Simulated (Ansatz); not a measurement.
VN (rocksalt type) under strong compression

```xyz
2
Lattice="0.0000 2.0585 2.0585 2.0585 0.0000 2.0585 2.0585 2.0585 0.0000" Properties=species:S:1:pos:R:3 pbc="T T T"
V     0.0000    0.0000    0.0000
N     2.0585    2.0585    2.0585
```

The cell comes from a relaxation on PAW files under the same functional, begun from a prototype that needn't be the stable phase.

Its volume is scaled at fixed shape and fractional positions.

Level of theory: DFT with PBE, scalar-relativistic, in Ansatz 0.2.0; a Γ-centred 17×17×17 k mesh, Fermi–Dirac smearing of 0.05 eV, no spin polarisation. LAPW: all electrons, basis error target 1 meV/atom; PAW: frozen-core files, cutoff 420 eV; crystal datasets: all electrons, by PAW datasets that the program makes for each cell; norm-conserving: pseudopotentials, cutoff 1240 eV; PAW (cutoff 300 eV): frozen-core files, cutoff 300 eV.

Energies are extrapolated to zero smearing and count from the unscaled cell; pressure is positive in compression; gaps take the mesh and a band path. No temperature or zero-point motion is included.

| V/V0 | V (Å³/atom) | P LAPW (GPa) | ΔE LAPW (eV/atom) | P PAW − LAPW (GPa) | ΔE PAW − LAPW (meV/atom) |
| --- | --- | --- | --- | --- | --- |
| 1.00 | 8.72 | -0.10 | 0.000 | 0.09 | 0.0 |
| 0.94 | 8.20 | 22.1 | 0.034 | 0.09 | 0.3 |
| 0.88 | 7.68 | ? | 0.153 | 0.09 | 0.6 |
| 0.80 | 6.98 | ? | 0.504 | 0.08 | 0.9 |
| 0.72 | 6.28 | 207.7 | 1.186 | 0.07 | 1.3 |
| 0.64 | 5.58 | 360.6 | 2.396 | -0.04 | 1.4 |
| 0.55 | 4.80 | 658.7 | 4.820 | -0.92 | -0.3 |

(1) What belongs in the row "0.88", column "P LAPW (GPa)"?

(2) Give the missing entry: row "0.80", column "P LAPW (GPa)".

(3) Fit the Vinet equation to the LAPW pressures over the whole range, with residuals weighted by 1/(|P| + 0.03·Pmax).

(4) From the table, what is the rise of the enthalpy H = E + pV up to the last row, and how stiff is the crystal between the last two rows?

(5) At the smallest volume, how far do crystal datasets and norm-conserving and PAW (cutoff 300 eV) lie from LAPW in pressure?

(6) How do the Löwdin populations by LAPW change from the unscaled cell to the last row?

Answers

(1) 52.8.

(2) 113.0.

(3) V0 = 8.72 Å³/atom, B0 = 310 GPa and B0′ = 4.56, and the fit misses no point by more than 2.8 GPa. A fit over so wide a range pins B0 less well than one near rest.

(4) ΔH = 4.820 eV + (658.7 GPa × 4.80 Å³ + 0.10 GPa × 8.72 Å³) × 0.006242 eV/(GPa·Å³) = 24.55 eV/atom, of which pV makes 80 %. The mean bulk modulus there is −ΔP/Δln V = 1970 GPa.

(5) crystal datasets: 0.00 GPa; norm-conserving: +1.00 GPa; PAW (cutoff 300 eV): +4.52 GPa, on a LAPW pressure of 658.7 GPa.

(6) V 3s 1.96 → 1.88, V 4s 0.42 → 0.38, V 3d 3.75 → 4.25, N 2s 1.57 → 1.37, N 2p 4.25 → 4.08 electrons an atom. These are projections on the shells that the free atoms fill; 0.07 e a cell lies outside them at the start and 0.08 e at the end.
